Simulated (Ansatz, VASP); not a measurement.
**P in two plane-wave programs**

Wanted: the spread between two codes on one cell, functional and k mesh. The cell is taken from a series of runs on this material, whose earlier steps may have relaxed, scaled, displaced or heated it; both programs get it as it stands.

Method: plane waves, with VASP 6.6.1 beside it; G0W0 gap at PBE, in Ansatz 0.2.0.

**1. The starting structure**

The cell holds 4 atoms: 4 P. Its edges and angles: a = 4.439 Å, b = 3.297 Å, c = 27.400 Å, α = 90.0°, β = 90.0°, γ = 90.0°. It derives from P. Vacuum lies along c.

**2. VASP: G0W0 gap, PBE**

Quasiparticle shifts depend on high empty states and on the cores, so they are the hardest test of two PAW sets.

Lines of VASP's logs that name or quote its potential files are left out, and so is its time.

The run reads the wave functions of an earlier VASP run, which isn't shown here.

File INCAR:

```
SYSTEM = P
PREC = Accurate
ENCUT = 300
ISMEAR = 0
SIGMA = 0.01
LREAL = .FALSE.
GGA = PE
NBANDS = 312
ALGO = EVGW0
NELMGW = 1
ENCUTGW = 48
NOMEGA = 64
PRECFOCK = Fast
NBANDSGW = 24
LWAVE = .FALSE.
LCHARG = .FALSE.
```

File POSCAR:

```
P
1.0
    4.4390622987      0.0000000000      0.0000000000
    0.0000000000      3.2970572555      0.0000000000
    0.0000000000      0.0000000000     27.4000000000
P
4
Direct
    0.4175124655      0.3983795000      0.4612794121
    0.0824875345      0.8983795000      0.4612794121
    0.9175124655      0.8983795000      0.5387205879
    0.5824875345      0.3983795000      0.5387205879
```

File KPOINTS:

```
Automatic mesh
0
Gamma
4 4 1
0 0 0
```

Potentials, in the order of the species: P_GW (PBE family, release 64).

The run is started by

```bash
$ mpirun -np 8 vasp_std
```

Numbers of over 12 decimals in the logs are rounded to 6 here.

What it wrote:

```text
[banner, memory and clock lines left out]
running    8 mpi-ranks, on    1 nodes
 distrk:  each k-point on    8 cores,    1 groups
 distr:  one band on    1 cores,    8 groups

 POSCAR found type information on POSCAR P
 POSCAR found :  1 types and       4 ions
|                                                                             |
|           W    W    AA    RRRRR   N    N  II  N    N   GGGG   !!!           |
|           W    W   A  A   R    R  NN   N  II  NN   N  G    G  !!!           |
|           W    W  A    A  R    R  N N  N  II  N N  N  G       !!!           |
|           W WW W  AAAAAA  RRRRR   N  N N  II  N  N N  G  GGG   !            |
|           WW  WW  A    A  R   R   N   NN  II  N   NN  G    G                |
|           W    W  A    A  R    R  N    N  II  N    N   GGGG   !!!           |
|                                                                             |
|     For optimal performance we recommend to set                             |
|       NCORE = 2 up to number-of-cores-per-socket                            |
|     NCORE specifies how many cores store one orbital (NPAR=cpu/NCORE).      |
|     This setting can greatly improve the performance of VASP for DFT.       |
|     The default, NCORE=1 might be grossly inefficient on modern             |
|     multi-core architectures or massively parallel machines. Do your        |
|     Unfortunately you need to use the default for GW and RPA                |
|     calculations (for HF NCORE is supported but not extensively tested      |
|     yet).                                                                   |
|                                                                             |

|                                                                             |
|           W    W    AA    RRRRR   N    N  II  N    N   GGGG   !!!           |
|           W    W   A  A   R    R  NN   N  II  NN   N  G    G  !!!           |
|           W    W  A    A  R    R  N N  N  II  N N  N  G       !!!           |
|           W WW W  AAAAAA  RRRRR   N  N N  II  N  N N  G  GGG   !            |
|           WW  WW  A    A  R   R   N   NN  II  N   NN  G    G                |
|           W    W  A    A  R    R  N    N  II  N    N   GGGG   !!!           |
|                                                                             |
|     The default for ENCUTGWSOFT is different in this version of VASP.       |
|     please manually set ENCUTGWSOFT =48 in the INCAR file.                  |
|                                                                             |

 LDA part: xc-table for (Slater+PW92), standard interpolation
 found WAVECAR, reading the header
 POSCAR, INCAR and KPOINTS ok, starting setup
 FFT: planning ... GRIDC
 FFT: planning ... GRID_SOFT
 FFT: planning ... GRID
 reading WAVECAR
 the WAVECAR file was read successfully
 initial charge from wavefunction
 available memory per node:     29.86 GB, setting MAXMEM to     30572

 The Fermi energy was updated, please check that it is located mid-gap
 values below the HOMO (VB) or above the LUMO (CB) will cause erroneous energies
 E-fermi :  -2.5354

 calculate exact exchange contribution
 the WAVEDER file was read successfully
energies w=
    0.000    0.000    0.324    0.000    0.648    0.000    0.971    0.000
    1.291    0.000    1.608    0.000    1.923    0.000    2.234    0.000
    2.541    0.000    2.844    0.000    3.143    0.000    3.437    0.000
    3.728    0.000    4.015    0.000    4.298    0.000    4.578    0.000
    4.855    0.000    5.130    0.000    5.402    0.000    5.673    0.000
    5.943    0.000    6.212    0.000    6.481    0.000    6.750    0.000
    7.021    0.000    7.294    0.000    7.569    0.000    7.848    0.000
    8.131    0.000    8.420    0.000    8.714    0.000    9.015    0.000
    9.325    0.000    9.644    0.000    9.974    0.000   10.316    0.000
   10.673    0.000   11.046    0.000   11.437    0.000   11.849    0.000
   12.285    0.000   12.748    0.000   13.242    0.000   13.772    0.000
   14.344    0.000   14.963    0.000   15.639    0.000   16.380    0.000
   17.198    0.000   18.107    0.000   19.127    0.000   20.279    0.000
   21.593    0.000   23.108    0.000   24.877    0.000   26.967    0.000
   29.480    0.000   32.555    0.000   36.404    0.000   41.361    0.000
   47.975    0.000   57.233    0.000   71.090    0.000   94.057    0.000
 responsefunction array rank=     328
 LDA part: xc-table for (Slater+PW92), standard interpolation

 min. memory requirement per mpi rank    258.2 MB, per node   2065.6 MB

 allocating   8 responsefunctions rank=   328
 shmem allocating  64 responsefunctions rank=   328
 response function shared by NCSHMEM nodes    1
 Doing            8  frequencies on each core in blocks of           64
NQ=   1    0.0000    0.0000    0.0000,
|.........|.........|.........|.........|.........|.........|.........|.........
 performed        231000 updates of chi_q(r,r)
 total number of BLAS operations        176.77 Gflops
NQ=   2    0.2500    0.0000    0.0000,
|.........|.........|.........|.........|.........|.........|.........|.........
 performed        537000 updates of chi_q(r,r)
 total number of BLAS operations        390.02 Gflops
NQ=   3    0.5000    0.0000    0.0000,
|.........|.........|.........|.........|.........|.........|.........|.........
 performed        768000 updates of chi_q(r,r)
 total number of BLAS operations        550.05 Gflops
NQ=   4    0.0000    0.2500    0.0000,
|.........|.........|.........|.........|.........|.........|.........|.........
 performed       1044000 updates of chi_q(r,r)
 total number of BLAS operations        754.36 Gflops
NQ=   5    0.2500    0.2500    0.0000,
|.........|.........|.........|.........|.........|.........|.........|.........
 performed       1380000 updates of chi_q(r,r)
 total number of BLAS operations       1009.55 Gflops
NQ=   6    0.5000    0.2500    0.0000,
|.........|.........|.........|.........|.........|.........|.........|.........
 performed       1656000 updates of chi_q(r,r)
 total number of BLAS operations       1205.88 Gflops
NQ=   7    0.0000    0.5000    0.0000,
|.........|.........|.........|.........|.........|.........|.........|.........
 performed       1887000 updates of chi_q(r,r)
 total number of BLAS operations       1400.23 Gflops
NQ=   8    0.2500    0.5000    0.0000,
|.........|.........|.........|.........|.........|.........|.........|.........
 performed       2193000 updates of chi_q(r,r)
 total number of BLAS operations       1644.92 Gflops
NQ=   9    0.5000    0.5000    0.0000,
|.........|.........|.........|.........|.........|.........|.........|.........
 performed       2424000 updates of chi_q(r,r)
 total number of BLAS operations       1785.96 Gflops
 resolving degeneracies of screened two electron integrals

 calculate QP shifts <psi_nk| G(iteration)W_0 |psi_nk>: iteration 1
 entering main loop
```

From OUTCAR (step 2):

```text
ion  position               nearest neighbor table
   1  0.418  0.398  0.461-   2 2.22   2 2.22   4 2.24
   2  0.082  0.898  0.461-   1 2.22   1 2.22   3 2.24
   3  0.918  0.898  0.539-   4 2.22   4 2.22   2 2.24
   4  0.582  0.398  0.539-   3 2.22   3 2.22   1 2.24

  LATTYP: Found a simple orthorhombic cell.
 ALAT       =     3.2970572555
 B/A-ratio  =     1.3463710074
 C/A-ratio  =     8.3104410620

 Subroutine GETGRP returns: Found  8 space group operations
 (whereof  2 operations were pure point group operations)

The static configuration has the point symmetry C_2 .
 The point group associated with its full space group is D_2h.

 Found      9 irreducible k-points:

   k-points           NKPTS =      9   k-points in BZ     NKDIM =     16   number of bands    NBANDS=    312

   dimension x,y,z NGX =    28 NGY =   20 NGZ =  160
   dimension x,y,z NGXF=    56 NGYF=   40 NGZF=  320

   ENCUT  =  300.0 eV  22.05 Ry    4.70 a.u.   6.27  4.66 38.70*2*pi/ulx,y,z

   NELECT =      20.0000    total number of electrons

  energy-cutoff  :      300.00
  volume of cell :      401.02
      direct lattice vectors                 reciprocal lattice vectors
     4.439062299  0.000000000  0.000000000     0.225272801  0.000000000  0.000000000
     0.000000000  3.297057255  0.000000000     0.000000000  0.303300769  0.000000000
     0.000000000  0.000000000 27.400000000     0.000000000  0.000000000  0.036496350

 k-points in reciprocal lattice and weights: Automatic mesh
   0.00000000  0.00000000  0.00000000       0.062
   0.25000000  0.00000000  0.00000000       0.125
   0.50000000  0.00000000  0.00000000       0.062
   0.00000000  0.25000000  0.00000000       0.125
   0.25000000  0.25000000  0.00000000       0.250
   0.50000000  0.25000000  0.00000000       0.125
   0.00000000  0.50000000  0.00000000       0.062
   0.25000000  0.50000000  0.00000000       0.125
   0.50000000  0.50000000  0.00000000       0.062

 E-fermi :  -2.5354

 QP shifts <psi_nk| G(iteration)W_0 |psi_nk>: iteration 1
 for sc-GW calculations column KS-energies equals QP-energies in previous step
 and V_xc(KS)=  KS-energies - (<T + V_ion + V_H > + <T+V_H+V_ion>^1  + <V_x>^1)
 k-point   1 :       0.0000    0.0000    0.0000
  band No.  KS-energies  QP-energies   sigma(KS)   V_xc(KS)     V^pw_x(r,r')   Z            occupation Imag(sigma)
    ...
      7      -6.3845      -6.6951     -12.8876     -12.4637     -15.3524       0.7327       2.0000       0.0628
      8      -4.7736      -5.2361     -11.3679     -10.7379     -13.2056       0.7341       2.0000       0.0576
      9      -4.6853      -4.9029     -13.1590     -12.8704     -15.0357       0.7538       2.0000       0.0351
     10      -2.9007      -3.1575     -12.1236     -11.7855     -13.2971       0.7593       2.0000       0.0241
     11      -2.1701      -1.4643      -8.9814      -9.8821      -6.1907       0.7836       0.0000      -0.0436
     12      -1.3630      -0.4673      -9.8028     -10.9567      -6.2955       0.7762       0.0000      -0.0548
     13      -0.2133       0.8755     -10.4019     -11.8318      -6.5646       0.7615       0.0000      -0.0712
     14       0.5389       1.6244     -10.6659     -12.1295      -6.8120       0.7416       0.0000      -0.0858
    ...

 k-point   2 :       0.2500    0.0000    0.0000
  band No.  KS-energies  QP-energies   sigma(KS)   V_xc(KS)     V^pw_x(r,r')   Z            occupation Imag(sigma)
    ...
      7      -6.1270      -6.4256     -12.9320     -12.5269     -15.2862       0.7369       2.0000       0.0563
      8      -4.8823      -5.1088     -13.1580     -12.8567     -15.0916       0.7521       2.0000       0.0376
      9      -4.3645      -4.6896     -11.6978     -11.2587     -13.2445       0.7405       2.0000       0.0454
     10      -3.4848      -3.7742     -12.1840     -11.8020     -13.5563       0.7576       2.0000       0.0271
     11      -1.1570      -0.3179      -9.4680     -10.5497      -6.1328       0.7756       0.0000      -0.0554
     12      -0.8464      -0.0949      -9.1287     -10.0965      -5.8963       0.7765       0.0000      -0.0579
     13      -0.8067       0.2484     -10.3924     -11.7624      -6.8391       0.7701       0.0000      -0.0569
     14       0.2517       1.3048     -10.4017     -11.8022      -6.7459       0.7519       0.0000      -0.0751
    ...

 k-point   3 :       0.5000    0.0000    0.0000
  band No.  KS-energies  QP-energies   sigma(KS)   V_xc(KS)     V^pw_x(r,r')   Z            occupation Imag(sigma)
    ...
      7      -5.4854      -5.7469     -13.0538     -12.7029     -15.1669       0.7450       2.0000       0.0446
      8      -5.4854      -5.7469     -13.0538     -12.7029     -15.1669       0.7450       2.0000       0.0446
      9      -3.9501      -4.2043     -12.2924     -11.9559     -13.6254       0.7553       2.0000       0.0290
     10      -3.9501      -4.2043     -12.2924     -11.9559     -13.6254       0.7553       2.0000       0.0290
     11      -0.8308       0.1470     -10.2508     -11.5248      -6.8773       0.7676       0.0000      -0.0568
     12      -0.8308       0.1470     -10.2508     -11.5248      -6.8773       0.7676       0.0000      -0.0568
     13       0.5584       1.5898     -10.3149     -11.6917      -6.6156       0.7492       0.0000      -0.0786
     14       0.5584       1.5898     -10.3149     -11.6917      -6.6156       0.7492       0.0000      -0.0786
    ...

 k-point   4 :       0.0000    0.2500    0.0000
  band No.  KS-energies  QP-energies   sigma(KS)   V_xc(KS)     V^pw_x(r,r')   Z            occupation Imag(sigma)
    ...
      7      -6.9571      -7.4081     -11.4555     -10.8213     -14.1753       0.7111       2.0000       0.1660
      8      -5.8714      -6.1939     -12.3805     -11.9381     -14.6035       0.7290       2.0000       0.0665
      9      -4.5942      -5.0114     -11.7580     -11.1918     -13.6140       0.7368       2.0000       0.0459
     10      -3.3746      -3.6364     -12.2354     -11.8878     -13.6273       0.7531       2.0000       0.0292
     11      -1.6579      -0.8289      -9.6825     -10.7443      -6.5421       0.7807       0.0000      -0.0484
     12      -1.4670      -0.7054      -9.0897     -10.0698      -6.0369       0.7772       0.0000      -0.0506
     13       0.3533       1.2216      -9.5470     -10.6776      -5.8094       0.7679       0.0000      -0.0736
     14       0.7055       1.6647     -10.1928     -11.4796      -6.4210       0.7454       0.0000      -0.0909
    ...

[... 4 further parts left out ...]
```

(Continued in part 2 of 2.)

[Lines on the potential files, build, host, timing and source positions are cut from VASP's logs without a mark.]

[Logs are printed without paths, hosts, clocks, repeated set-up lines and the standing remarks that a program may print on its own settings, such as how far it seeks lower states.]

[Hosts, paths, dates, database ids (printed as entryN), source tags and the programs' standing remarks are cut or masked in the printed files.]
